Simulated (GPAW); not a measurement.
The system is BN.

```
CELL_PARAMETERS angstrom
0.00000 1.81300 1.81300
1.81300 0.00000 1.81300
1.81300 1.81300 0.00000
ATOMIC_POSITIONS crystal
N 0.25000 0.25000 0.25000
B 0.00000 0.00000 0.00000
```

The cell is a database's computed one.

Base run:

```yaml
Program: GPAW 26.7.0
Functional: BLYP
Potentials_or_basis: PAW data sets generated in the run's folder for this functional
Cutoff: 800 eV
Basis: pw
k_mesh: 13 × 13 × 13
Occupations: fermi-dirac, width 0.05 eV
Spin: no spin polarisation
```

Its results: band gap on the k mesh 4.93 eV, indirect (least direct gap 8.88 eV); pressure 5.2 GPa.

Task: The run is repeated on the same cell with these changes: functional from BLYP to PBEsol. What comes out?

Result: Band gap on the k mesh 4.35 eV, indirect (least direct gap 8.73 eV); pressure -7.5 GPa.

PBEsol binds more tightly than BLYP, so the same cell stands under less pressure.

A k mesh can miss the band edges.

Not every run made on this cell is shown here.
